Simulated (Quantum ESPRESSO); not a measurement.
## SiC (Moissanite 3C) under changes of volume

One of the cells (10.346 Å³/atom); the others are scaled copies at fixed shape and fractional positions:

```
Si C
1.0
     0.00000    2.17900    2.17900
     2.17900    0.00000    2.17900
     2.17900    2.17900    0.00000
Si C
1 1
Direct
  0.00000 0.00000 0.00000
  0.75000 0.75000 0.75000
```

```yaml
Program: Quantum ESPRESSO 7.5
Functional: PBE
Potentials_or_basis: SSSP 1.3 efficiency PBE
Cutoff: 748 eV
Density_cutoff: 5987 eV
k_mesh: 10 × 10 × 10
Occupations: fermi-dirac, width 0.05 eV
Spin: no spin polarisation
```

```tsv
volume (Å³/atom)	energy over the lowest point (meV/atom)	pressure (GPa)	gap on the mesh (eV)
9.725	44.57	19.3	1.30
9.932	23.39	13.5	1.32
10.139	?	?	?
10.346	1.74	3.5	1.36
10.553	0.00	-0.9	1.37
10.760	3.58	-4.8	1.39
10.967	11.99	-8.3	1.41
```

Task: What does the run at 10.139 Å³/atom give?

Result: Energy over the lowest point 9.33 meV/atom; pressure 8.2 GPa; gap on the mesh 1.34 eV.

Worked out: A Birch-Murnaghan fit of order 3 (a polynomial in V^(-2/3)) to the other rows has its minimum at 10.51 Å³/atom with B0 = V·E''(V) = 213 GPa and B' = 3.9. It gives 9.34 meV/atom at 10.139 Å³/atom, against the run's 9.33, and -dE/dV = 8.3 GPa, against 8.2. A straight line through the other rows of the gap, of slope 0.895 eV per unit of ln V, gives 1.34 eV, against the run's 1.34.

Energies are extrapolated to zero smearing.

A mesh can miss the band edges.
